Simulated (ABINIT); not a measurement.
Write the native input for ABINIT 10.8.3 (patched build) that does the following.

```yaml
Task: equation of state
Functional: PBEsol
Potentials_or_basis: PseudoDojo NC SR PBEsol v0.4.1 standard
Cutoff: 1088 eV
k_mesh: 12 × 12 × 12
Occupations: fermi-dirac, width 0.05 eV
Spin: no spin polarisation
```

Mo:

```
Mo
1.0
    -1.58381    1.58381    1.58381
     1.58381   -1.58381    1.58381
     1.58381    1.58381   -1.58381
Mo
1
Direct
  0.00000 0.00000 0.00000
```

The input as run:

run.abi

```
# Datasets: one volume each
ndtset 7
getwfk -1
scalecart1 3*0.9795861087
scalecart2 3*0.9864848297
scalecart3 3*0.9932883884
scalecart4 3*1.0000000000
scalecart5 3*1.0066227096
scalecart6 3*1.0131594038
scalecart7 3*1.0196128224

# Pseudopotentials
pp_dirpath "./"
pseudos "Mo.upf"

# Structure
acell 5.1839677754 5.1839677754 5.1839677754
rprim
    -0.5773502692     0.5773502692     0.5773502692
     0.5773502692    -0.5773502692     0.5773502692
     0.5773502692     0.5773502692    -0.5773502692
ntypat 1
znucl 42
natom 1
typat 1
xred
     0.0000000000     0.0000000000     0.0000000000

# Plane-wave basis
ecut 40.0

# k points
kptopt 1
ngkpt 12 12 12
nshiftk 1
shiftk 0.0 0.0 0.0

# Exchange and correlation
ixc -116133

# Bands and occupations
nband 11
occopt 3
tsmear 0.00183747

# SCF cycle
nstep 100
tolvrs 1.0e-10

# Output
iomode 3
prtwf 1
prtden 0
prteig 0
prtebands 0
enunit 1
```

Potentials or basis: PseudoDojo NC SR PBEsol v0.4.1 standard.

Launch:

```bash
$ abinit run.abi > log 2>&1
```

It gave:

```yaml
Equilibrium_volume: 15.34 Å³/atom
Bulk_modulus: 283 GPa
Pressure_derivative_of_the_bulk_modulus: 4.3
```

Caveat: pressures at fixed basis lie under the slope of the energies.

Wall time 2.1 min on 1 thread of Arm Neoverse V1, on a shared host, peak memory 0.11 GiB.
